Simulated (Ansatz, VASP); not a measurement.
# One calculation of Mo, two programs

```
CELL_PARAMETERS angstrom
3.90941 0.00000 0.00000
0.00000 6.48111 0.00000
0.00000 0.00000 2.91498
ATOMIC_POSITIONS crystal
Mo 0.02050 0.25000 0.63480
Mo 0.97950 0.75000 0.36520
Mo 0.47950 0.75000 0.13480
Mo 0.52050 0.25000 0.86520
```

Alike in both runs: task relaxation of cell and atoms; functional PBE; k mesh 4 × 4 × 6; occupations gaussian, width 0.1 eV; no spin polarisation.

|  | VASP | Ansatz |
| --- | --- | --- |
| version | VASP 6.6.1 | Ansatz 0.2.0 |
| potentials or method | VASP PAW PBE potentials, release 64 (Mo_sv) | scalar-relativistic, plane waves, PAW |
| plane-wave cutoff (eV) | 600 | 420 |
| valence electrons in the cell | 56 | 56 |

VASP gave:

| Property | Result |
| --- | --- |
| gap on the k mesh at the Fermi level, each at its own relaxed structure (eV) | none |
| relaxed volume (Å³/atom) | 16.03 |
| relaxed cell length with the largest relative difference (Å) | 4.662 |
| energy change over the relaxation (meV/atom) | -2338 |

**Question.** Estimate Ansatz's values.

**Answer.** gap on the k mesh at the Fermi level, each at its own relaxed structure (eV): none; relaxed volume (Å³/atom): 15.99; relaxed cell length with the largest relative difference (Å): 4.641; energy change over the relaxation (meV/atom): -2292.

A gap of «none» marks a metal or a gap that the smearing closes.

Caveats: the k mesh is coarse (spacing up to 0.40 Å⁻¹), so the values aren't converged.
